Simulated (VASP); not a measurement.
# PbSe (Clausthalite) (Fm-3m) in VASP: further runs

Runs on PbSe (Clausthalite). Level: r2SCAN. Tasks: relaxation of the atoms.

Program: VASP 6.6.1. These are calculated values, not measurements. Logs are shortened: lines on timing, memory, paths and dates and some standing lists are left out, and cuts for length are marked.

**Measured values to compare with.**

A printed reference work, monograph reports, for a bulk crystal of PbSe at 300 K: band gap 0.28 eV (direct).

The runs below are set against these values where they give the same quantity.

## 1. The crystal as given

It takes space group Fm-3m (No. 225, cubic). The conventional cell has a = 6.179 Å, b = 6.179 Å, c = 6.179 Å, α = 90.00°, β = 90.00°, γ = 90.00°. Pb (site symmetry m-3m) is surrounded by 6 Se at 3.09 Å. Se (site symmetry m-3m) is surrounded by 6 Pb at 3.09 Å.

## 2. Relaxation of the atoms, r2SCAN (a relaxed cell with its volume scaled by 0.98)

Input file INCAR:

```
SYSTEM = PbSe
ALGO = Normal ; EDIFF = 1E-7
EDIFFG = -0.01 ; ENCUT = 600
IBRION = 2 ; ISIF = 2
ISMEAR = 0 ; LASPH = .True.
LCHARG = .False. ; LMIXTAU = .True.
LREAL = .False. ; LWAVE = .False.
METAGGA = R2SCAN ; NELM = 80
NSW = 40 ; PREC = Accurate
SIGMA = 0.03
```

Input file KPOINTS:

```
k-points
0
Gamma
  8 8 8
  0 0 0
```

Input file POSCAR:

```
PbSe                                    
1.0
    0.0000000000      3.0685295547      3.0685295547
    3.0685295547      0.0000000000      3.0685295547
    3.0685295547      3.0685295547      0.0000000000
  Pb              Se            
     1     1
Direct
     0.0000000000000000    0.0000000000000000    0.0000000000000000
     0.5000000000000000    0.5000000000000000    0.5000000000000000
```

Potentials or basis: VASP PAW PBE potentials, release 64 (Pb_d, Se).

Command:

```
cat potpaw_PBE.64/Pb_d/POTCAR potpaw_PBE.64/Se/POTCAR > POTCAR
mpirun -np 1 vasp_std > vasp.out
```

OUTCAR:

```text
SYSTEM = PbSe
   EDIFF = 1E-7
   EDIFFG = -0.01
   ENCUT = 600
   IBRION = 2
   ISIF = 2
   ISMEAR = 0
   LASPH = .True.
   LREAL = .False.
   METAGGA = R2SCAN
   NELM = 80
   NSW = 40
   PREC = Accurate

 ion  position               nearest neighbor table
   1  0.000  0.000  0.000-   2 3.07   2 3.07   2 3.07   2 3.07   2 3.07   2 3.07
   2  0.500  0.500  0.500-   1 3.07   1 3.07   1 3.07   1 3.07   1 3.07   1 3.07

  LATTYP: Found a face centered cubic cell.
 ALAT       =     6.1370591094

  Lattice vectors:

 A1 = (   0.0000000000,   3.0685295547,   3.0685295547)
 A2 = (   3.0685295547,   0.0000000000,   3.0685295547)
 A3 = (   3.0685295547,   3.0685295547,   0.0000000000)

Analysis of symmetry for initial positions (statically):
=====================================================================
 Subroutine PRICEL returns:
 Original cell was already a primitive cell.

 Routine SETGRP: Setting up the symmetry group for a
 face centered cubic supercell.

 Subroutine GETGRP returns: Found 48 space group operations
 (whereof 48 operations were pure point group operations)
 out of a pool of 48 trial point group operations.

The static configuration has the point symmetry O_h .

Analysis of symmetry for dynamics (positions and initial velocities):
=====================================================================
 Subroutine PRICEL returns:
 Original cell was already a primitive cell.

 Routine SETGRP: Setting up the symmetry group for a
 face centered cubic supercell.

 Subroutine GETGRP returns: Found 48 space group operations
 (whereof 48 operations were pure point group operations)
 out of a pool of 48 trial point group operations.

The dynamic configuration has the point symmetry O_h .

 Subroutine INISYM returns: Found 48 space group operations
 (whereof 48 operations are pure point group operations),
 and found     1 'primitive' translations

----------------------------------------------------------------------------------------

                                     Primitive cell

  volume of cell :      57.7858

  direct lattice vectors                    reciprocal lattice vectors
     0.000000000  3.068529555  3.068529555    -0.162944495  0.162944495  0.162944495
     3.068529555  0.000000000  3.068529555     0.162944495 -0.162944495  0.162944495
     3.068529555  3.068529555  0.000000000     0.162944495  0.162944495 -0.162944495

  length of vectors
     4.339556113  4.339556113  4.339556113     0.282228145  0.282228145  0.282228145

  position of ions in fractional coordinates (direct lattice)
     0.000000000  0.000000000  0.000000000
     0.500000000  0.500000000  0.500000000

  ion indices of the primitive-cell ions
   primitive index   ion index
                 1           1
                 2           2

----------------------------------------------------------------------------------------

 KPOINTS: k-points

Automatic generation of k-mesh.
 Grid dimensions read from file:
 generate k-points for:    8    8    8

 Generating k-lattice:

  Cartesian coordinates                     Fractional coordinates (reciprocal lattice)
    -0.020368062  0.020368062  0.020368062     0.125000000  0.000000000  0.000000000
     0.020368062 -0.020368062  0.020368062     0.000000000  0.125000000  0.000000000
     0.020368062  0.020368062 -0.020368062     0.000000000  0.000000000  0.125000000

  Length of vectors
     0.035278518  0.035278518  0.035278518

  Shift w.r.t. Gamma in fractional coordinates (k-lattice)
     0.000000000  0.000000000  0.000000000

 Subroutine IBZKPT returns following result:
 ===========================================

 Found     29 irreducible k-points:

 Following reciprocal coordinates:
            Coordinates               Weight
  0.000000  0.000000  0.000000      1.000000
  0.125000  0.000000  0.000000      8.000000
  0.250000  0.000000  0.000000      8.000000
  0.375000  0.000000  0.000000      8.000000
  0.500000  0.000000  0.000000      4.000000
  0.125000  0.125000  0.000000      6.000000
[... 16 lines left out ...]
  0.500000  0.250000  0.125000     48.000000
 -0.375000  0.250000  0.125000     24.000000
 [... further k-points ...]
   k-points           NKPTS =     29   k-points in BZ     NKDIM =     29   number of bands    NBANDS=     14
   number of dos      NEDOS =    301   number of ions     NIONS =      2
   total plane-waves  NPLWV =  46656
   dimension x,y,z NGX =    36 NGY =   36 NGZ =   36
   dimension x,y,z NGXF=    72 NGYF=   72 NGZF=   72
   ions per type =               1   1
   NGX,Y,Z   is equivalent  to a cutoff of  13.79, 13.79, 13.79 a.u.
   NGXF,Y,Z  is equivalent  to a cutoff of  27.58, 27.58, 27.58 a.u.
 SYSTEM =  PbSe
   PREC   = accura    normal or accurate (medium, high low for compatibility)
   ISTART =      0    job   : 0-new  1-cont  2-samecut
   ICHARG =      2    charge: 1-file 2-atom 10-const
   ISPIN  =      1    spin polarized calculation?
   LNONCOLLINEAR =      F non collinear calculations
   LSORBIT =      F    spin-orbit coupling
   LASPH  =      T    aspherical Exc in radial PAW
   ENCUT  =  600.0 eV  44.10 Ry    6.64 a.u.   8.67  8.67  8.67*2*pi/ulx,y,z
   NELM   =     80;   NELMIN=  2; NELMDL= -5     # of ELM steps
   EDIFF  = 0.1E-06   stopping-criterion for ELM
   LREAL  =      F    real-space projection
   EDIFFG = -.1E-01   stopping-criterion for IOM
   NSW    =     40    number of steps for IOM
   IBRION =      2    ionic relax: 0-MD 1-quasi-New 2-CG
   NFREE  =      1    steps in history (QN), initial steepest desc. (CG)
   ISIF   =      2    stress and relaxation
   ISYM   =      2    0-nonsym 1-usesym 2-fastsym
   POTIM  = 0.5000    time-step for ionic-motion
   TEBEG  =    0.0;   TEEND  =   0.0 temperature during run
   PSTRESS=    0.0 pullay stress
   NELECT =      20.0000    total number of electrons
   NUPDOWN=      -1.0000    fix difference up-down
   EMIN   =  10.00;   EMAX   =-10.00  energy-range for DOS
   EFERMI =   0.00;   METHOD = LEGACY
   ISMEAR =     0;   SIGMA  =   0.03  broadening in eV -4-tet -1-fermi 0-gaus
   EFERMI_NEDOS =   21; number of points for ismear=-14 and -15
   IALGO  =     38    algorithm
   IMIX   =      4    mixing-type and parameters
     AMIX     =   0.40;   BMIX     =  1.00
     AMIX_MAG =   1.60;   BMIX_MAG =  1.00
  volume/ion in A,a.u.               =      28.89       194.98
  Fermi-wavevector in a.u.,A,eV,Ry     =   1.149418  2.172084 17.975485  1.321161
  Thomas-Fermi vector in A             =   2.286087
   LORBIT       =      0    0 simple, 1 ext, 2 COOP (PROOUT), +10 PAW based schemes
   METAGGA = R2SCAN    functional components
   LHFCALC =     F    Hartree Fock is set to
   AEXX    =    0.0000 exact exchange contribution
   IVDW    =     0    specifies the selected vdW correction
   LEPSILON=     F    determine dielectric tensor
   LRPA    =     F    only Hartree local field effects (RPA)
 conjugate gradient relaxation of ions
 non-spin polarized calculation
 Gauss-broadening in eV      SIGMA  =   0.03
  energy-cutoff  :      600.00
  volume of cell :       57.79
 maximum number of plane-waves:      1964
   NGX = 17   NGY = 17   NGZ = 17

 number of electron      20.0000002 magnetization

 Free energy of the ion-electron system (eV)
  ---------------------------------------------------
  ext. energy  EPLUGINS =         0.00000000
  ---------------------------------------------------
  free energy    TOTEN  =       -71.93598679 eV

  energy without entropy =      -71.93598679  energy(sigma->0) =      -71.93598679

 E-fermi :   4.9783     XC(G=0): -10.0298

 val. band max:        4.8177351951   @ k =   0.5000   0.0000   0.0000
 cond. band min:       5.4232043893   @ k =   0.5000   0.0000   0.0000
 fundamental gap:      0.6054691941
 Fermi energy:         4.9783162221

 k-point     1 :       0.0000    0.0000    0.0000
  band No.  band energies     occupation
      1     -12.6330      2.00000
      2     -12.6330      2.00000
      3     -12.6330      2.00000
      4     -12.6294      2.00000
      5     -12.6294      2.00000
      6      -9.2612      2.00000
      7      -1.5452      2.00000
      8       2.8289      2.00000
      9       2.8289      2.00000
     10       2.8289      2.00000
     11       9.8428      0.00000
     12       9.8428      0.00000
     13       9.8428      0.00000
     14      11.7956      0.00000

 k-point     2 :       0.1250    0.0000    0.0000
  band No.  band energies     occupation
      1     -12.6341      2.00000
      2     -12.6341      2.00000
      3     -12.6325      2.00000
      4     -12.6275      2.00000
      5     -12.6275      2.00000
      6      -9.1402      2.00000
      7      -1.9766      2.00000
      8       2.8720      2.00000
      9       2.8720      2.00000
     10       3.1442      2.00000
     11       8.7784      0.00000
     12       9.1499      0.00000
     13       9.1499      0.00000
     14      11.5963      0.00000

 k-point     3 :       0.2500    0.0000    0.0000
  band No.  band energies     occupation
      1     -12.6429      2.00000
      2     -12.6429      2.00000
      3     -12.6313      2.00000
      4     -12.6165      2.00000
      5     -12.6165      2.00000
      6      -8.8086      2.00000
      7      -2.9095      2.00000
      8       2.9959      2.00000
      9       2.9959      2.00000
     10       3.7689      2.00000
     11       7.2617      0.00000
     12       7.9956      0.00000
     13       7.9956      0.00000
     14      11.7924      0.00000

 k-point     4 :       0.3750    0.0000    0.0000
  band No.  band energies     occupation
      1     -12.6519      2.00000
      2     -12.6519      2.00000
      3     -12.6304      2.00000
      4     -12.6052      2.00000
      5     -12.6052      2.00000
      6      -8.3922      2.00000
      7      -3.8093      2.00000
      8       3.1590      2.00000
      9       3.1590      2.00000
     10       4.3798      2.00000
     11       6.0693      0.00000
     12       7.0970      0.00000
     13       7.0970      0.00000
     14      12.7755      0.00000

 k-point     5 :       0.5000    0.0000    0.0000
  band No.  band energies     occupation
      1     -12.6557      2.00000
      2     -12.6557      2.00000
      3     -12.6300      2.00000
      4     -12.6005      2.00000
      5     -12.6005      2.00000
      6      -8.1778      2.00000
      7      -4.2019      2.00000
      8       3.2437      2.00000
      9       3.2437      2.00000
     10       4.8177      2.00000
     11       5.4232      0.00000
[... 276 lines left out ...]
 k-point    22 :       0.3750    0.2500    0.1250
  band No.  band energies     occupation
      1     -12.6718      2.00000
      2     -12.6352      2.00000
      3     -12.6333      2.00000
      4     -12.6125      2.00000
      5     -12.6081      2.00000
      6      -8.5241      2.00000
      7      -3.1031      2.00000
      8       1.8192      2.00000
      9       2.7596      2.00000
     10       3.5756      2.00000
     11       7.0312      0.00000
     12       8.2162      0.00000
     13       9.3767      0.00000
     14      11.1913      0.00000

 k-point    23 :       0.5000    0.2500    0.1250
  band No.  band energies     occupation
      1     -12.6852      2.00000
      2     -12.6397      2.00000
      3     -12.6288      2.00000
      4     -12.6095      2.00000
      5     -12.6021      2.00000
      6      -8.1568      2.00000
      7      -3.6172      2.00000
      8       1.4872      2.00000
      9       2.2710      2.00000
     10       3.7359      2.00000
     11       6.8194      0.00000
     12       8.1933      0.00000
     13       9.3362      0.00000
     14      11.8902      0.00000

 k-point    24 :      -0.3750    0.2500    0.1250
  band No.  band energies     occupation
      1     -12.6901      2.00000
      2     -12.6430      2.00000
      3     -12.6225      2.00000
      4     -12.6130      2.00000
      5     -12.5985      2.00000
      6      -7.9778      2.00000
      7      -3.8606      2.00000
      8       1.4955      2.00000
      9       1.8777      2.00000
     10       3.9413      2.00000
     11       6.4928      0.00000
     12       8.5195      0.00000
     13       9.2058      0.00000
     14      12.8866      0.00000

 [... further k-points ...]

------------------------ aborting loop because EDIFF is reached ----------------------------------------

  FORCE on cell =-STRESS in cart. coord.  units (eV):
  Direction    XX          YY          ZZ          XY          YZ          ZX
  --------------------------------------------------------------------------------------
  -------------------------------------------------------------------------------------
  Total        0.3982080      0.3982080      0.3982080      0.0000000      0.0000000      0.0000000
  in kB       11.0407771     11.0407771     11.0407771      0.0000000      0.0000000      0.0000000
  external PRESSURE =      11.0407771 kB  Pullay stress =       0.0000000 kB

 VOLUME and BASIS-vectors are now :
 -----------------------------------------------------------------------------
  energy-cutoff  :      600.00
  volume of cell :       57.79
      direct lattice vectors                 reciprocal lattice vectors
     0.000000000  3.068529555  3.068529555    -0.162944495  0.162944495  0.162944495
     3.068529555  0.000000000  3.068529555     0.162944495 -0.162944495  0.162944495
     3.068529555  3.068529555  0.000000000     0.162944495  0.162944495 -0.162944495

 POSITION                                       TOTAL-FORCE (eV/Angst)
 -----------------------------------------------------------------------------------
      0.00000      0.00000      0.00000         0.000000      0.000000     -0.000000
      3.06853      3.06853      3.06853         0.000000      0.000000      0.000000
 -----------------------------------------------------------------------------------
    total drift:                                0.000000      0.000000      0.000000

  FREE ENERGIE OF THE ION-ELECTRON SYSTEM (eV)
  ---------------------------------------------------
  free  energy   TOTEN  =       -71.9359867852 eV

  energy  without entropy=      -71.9359867852  energy(sigma->0) =      -71.93598679

 reached required accuracy - stopping structural energy minimisation
```

It took 60 s on 1 thread of Intel Xeon 6975P-C (Granite Rapids), shared host; peak memory 0.23 GiB.

Results:

| Quantity | Value |
| --- | --- |
| Free energy | -71.9360 eV |
| Pressure after relaxing | 1.1 GPa |
| Band gap on the k mesh | 0.61 eV, direct |

Final structure:
```
Pb Se
1.0
     0.00000    3.06853    3.06853
     3.06853    0.00000    3.06853
     3.06853    3.06853    0.00000
Pb Se
1 1
Direct
  0.00000 0.00000 0.00000
  0.50000 0.50000 0.50000
```

Levels at points of the mesh, in eV from the valence-band top:
| k point | band 7 | band 8 | band 9 | band 10 | band 11 | band 12 | band 13 | band 14 |
| --- | --- | --- | --- | --- | --- | --- | --- | --- |
| (0.00, 0.00, 0.00) | -6.36 | -1.99 | -1.99 | -1.99 | 5.03 | 5.03 | 5.03 | 6.98 |
| (0.50, 0.00, 0.00) | -9.02 | -1.57 | -1.57 | 0.00 | 0.61 | 1.94 | 1.94 | 9.08 |
| (0.50, 0.50, 0.00) | -7.53 | -5.08 | -3.34 | -3.34 | 4.06 | 5.97 | 5.97 | 6.45 |

Caveat: the relaxation stopped at its first step, so nothing moved; the PAW data sets were made with another functional, which shifts forces and pressure a little; spin-orbit coupling is left out, which as a rule narrows the gap of such compounds by several tenths of an eV.

## 3. Relaxation of the atoms, r2SCAN

INCAR is that of step 2.

KPOINTS is that of step 2.

Input file POSCAR:

```
PbSe                                    
1.0
    0.0000000000      3.0892634914      3.0892634914
    3.0892634914      0.0000000000      3.0892634914
    3.0892634914      3.0892634914      0.0000000000
  Pb              Se            
     1     1
Direct
     0.0000000000000000    0.0000000000000000    0.0000000000000000
     0.5000000000000000    0.5000000000000000    0.5000000000000000
```

Potentials or basis: VASP PAW PBE potentials, release 64 (Pb_d, Se).

Command:

```
cat potpaw_PBE.64/Pb_d/POTCAR potpaw_PBE.64/Se/POTCAR > POTCAR
mpirun -np 1 vasp_std > vasp.out
```

Wall time 64 s (1 thread of Intel Xeon 6975P-C (Granite Rapids), shared host); peak memory 0.22 GiB.

It converged, with:

```
Free energy             : -71.9402 eV
Pressure after relaxing : 0.0 GPa
Band gap on the k mesh  : 0.67 eV, direct
```

Final structure:
```
Pb Se
1.0
     0.00000    3.08926    3.08926
     3.08926    0.00000    3.08926
     3.08926    3.08926    0.00000
Pb Se
1 1
Direct
  0.00000 0.00000 0.00000
  0.50000 0.50000 0.50000
```

Levels at points of the mesh, in eV from the valence-band top:
| k point | band 7 | band 8 | band 9 | band 10 | band 11 | band 12 | band 13 | band 14 |
| --- | --- | --- | --- | --- | --- | --- | --- | --- |
| (0.00, 0.00, 0.00) | -6.38 | -1.87 | -1.87 | -1.87 | 5.00 | 5.00 | 5.00 | 7.04 |
| (0.50, 0.00, 0.00) | -8.88 | -1.47 | -1.47 | 0.00 | 0.67 | 2.00 | 2.00 | 9.07 |
| (0.50, 0.50, 0.00) | -7.48 | -4.89 | -3.19 | -3.19 | 4.16 | 5.91 | 5.91 | 6.37 |

Caveat: the relaxation stopped at its first step, so nothing moved; the PAW data sets were made with another functional, which shifts forces and pressure a little; spin-orbit coupling is left out, which as a rule narrows the gap of such compounds by several tenths of an eV.

## 4. Against experiment

Step 3. Against the measured gap of PbSe, 0.28 eV (direct; 300 K; a printed reference work, monograph), the calculated 0.67 eV is off by +0.39 eV. 2 values of this kind are on record (0.15 to 0.28 eV); this one was drawn at random. Spin-orbit coupling on Pb, Se is left out. The value is that of r2SCAN on a finite k mesh, which can miss the band edges, without temperature or zero-point motion.
